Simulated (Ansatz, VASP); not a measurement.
ZnS in VASP and in Ansatz

```xyz
2
Lattice="0.0000 2.6494 2.6494 2.6494 0.0000 2.6494 2.6494 2.6494 0.0000" Properties=species:S:1:pos:R:3 pbc="T T T"
Zn    0.0000    0.0000    0.0000
S     3.9742    3.9742    3.9742
```

Change from the starting cell: volume scaled by 0.94, crystal datasets.

Alike in both runs: task electric field gradients; functional PBE; k mesh 8 × 8 × 8; occupations fermi-dirac, width 0.01 eV; no spin polarisation.

|  | VASP | Ansatz |
| --- | --- | --- |
| version | VASP 6.6.1 | Ansatz 0.2.0 |
| potentials or method | VASP PAW PBE potentials, release 64 (Zn, S), cutoff 520 eV | all-electron PAW with datasets made for the crystal, scalar-relativistic |

|  | VASP | Ansatz | Ansatz less VASP |
| --- | --- | --- | --- |
| gap on the k mesh at the Fermi level (eV) | 2.38 | 2.37 | -0.005 |
| pressure (GPa) | 6.9 | 6.7 | -0.20 |
| Vzz of the field gradient on the site that differs most (V/Å²) | 0.0 | 0.0 | 0.00 |

Ansatz ran all-electron here, so the differences hold the error of VASP's frozen core and of both bases.
